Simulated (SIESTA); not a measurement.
Crystal: NaI.

```
I Na
1.0
     0.00000    3.23640    3.23640
     3.23640    0.00000    3.23640
     3.23640    3.23640    0.00000
I Na
1 1
Direct
  0.50000 0.50000 0.50000
  0.00000 0.00000 0.00000
```

Base run:

```yaml
Program: SIESTA 5.4.2
Functional: LDA
Potentials_or_basis: PseudoDojo 0.4 standard (LDA files)
Basis: DZP (energy shift 0.003 Ry; two zetas on semicore shells)
Grid_cutoff: 800 Ry
Energy_shift: 0.003 Ry
k_mesh: 7 × 7 × 7
Occupations: fermi-dirac, width 0.05 eV
Spin: no spin polarisation
```

Its results: band gap on the k mesh 3.48 eV, direct; pressure -1.5 GPa.

The run is repeated on the same cell with these changes: functional from LDA to PBE; potentials or basis from PseudoDojo 0.4 standard (LDA files) to PseudoDojo 0.4 standard (PBE files). What comes out?

Band gap on the k mesh 3.76 eV, direct; pressure 0.6 GPa.

Caveats: spin-orbit coupling is left out, which moves the levels of the heavy elements; the basis of atomic orbitals isn't converged, which shifts pressures, moduli and gaps; the basis holds too few empty states to meet the f-sum rule, so the spectrum is short of weight at high energy (some runs).
